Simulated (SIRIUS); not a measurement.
**AlNi in SIRIUS: the effect of functional**

Crystal: AlNi.

```xyz
2
Lattice="2.8810 0.0000 0.0000 0.0000 2.8810 0.0000 0.0000 0.0000 2.8810" Properties=species:S:1:pos:R:3 pbc="T T T"
Ni    1.4405    1.4405    1.4405
Al    0.0000    0.0000    0.0000
```

Alike in all runs:

```yaml
Program: SIRIUS 7.12.0
Task: single point
Potentials_or_basis: PseudoDojo 0.4.1 PBE standard (scalar relativistic)
Cutoff: 1333 eV
Density_cutoff: 5334 eV
k_mesh: 5 × 5 × 5
Occupations: fermi-dirac, width 0.05 eV
Spin: collinear spin, ferromagnetic start
Starting_moments: "[1.0, 0.0] μB"
```

```csv
functional,pressure (GPa)
RPBE,?
revPBE,4.5
B86bPBE,3.5
HCTH407,-4.2
```

Question: What does the run with functional RPBE give?

Answer: Pressure 5.3 GPa.

Caveats: all runs use coarse meshes; the potentials were made for another functional, which shifts forces and pressure; a moment of about a tenth of a μB was left, which can be a remnant of the start and isn't listed (some runs).

Runs at the PBE level aren't shown here.
